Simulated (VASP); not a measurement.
Here is a VASP 6.6.1 calculation.

File INCAR:

```
SYSTEM = CsPbCl3
  PREC = Accurate
  ENCUT = 520
  EDIFF = 1E-6
  ISMEAR = 0
  SIGMA = 0.02
  LREAL = .False.
  LASPH = .True.
  NELM = 100
  ALGO = Normal
  ISIF = 2
  LWAVE = .False.
  LCHARG = .True.
  GGA = PE
  LELF = .True.
  LVHAR = .True.
  NBANDS = 30
```

File KPOINTS:

```
Automatic mesh
0
Gamma
  4 4 4
  0 0 0
```

The input POSCAR:

```
CsPbCl3
1.0
    5.6050000000      0.0000000000      0.0000000000
    0.0000000000      5.6050000000      0.0000000000
    0.0000000000      0.0000000000      5.6050000000
Cs Pb Cl
1 1 3
Direct
    0.0000000000      0.0000000000      0.0000000000
    0.5000000000      0.5000000000      0.5000000000
    0.5000000000      0.5000000000      0.0000000000
    0.0000000000      0.5000000000      0.5000000000
    0.5000000000      0.0000000000      0.5000000000
```

Potentials or basis: VASP PAW PBE potentials, release 64 (Cs_sv, Pb_d, Cl).

The run is started by

```console
$ cat potpaw_PBE.64/Cs_sv/POTCAR potpaw_PBE.64/Pb_d/POTCAR potpaw_PBE.64/Cl/POTCAR > POTCAR
$ mpirun -np 1 vasp_std > vasp.out
```

Estimate the band gap on the k mesh.

1.94 eV, direct.

Estimate the pressure.

1.8 GPa.

Caveat: spin-orbit coupling is left out, which as a rule narrows the gap of such compounds by several tenths of an eV. A k mesh can miss the band edges.
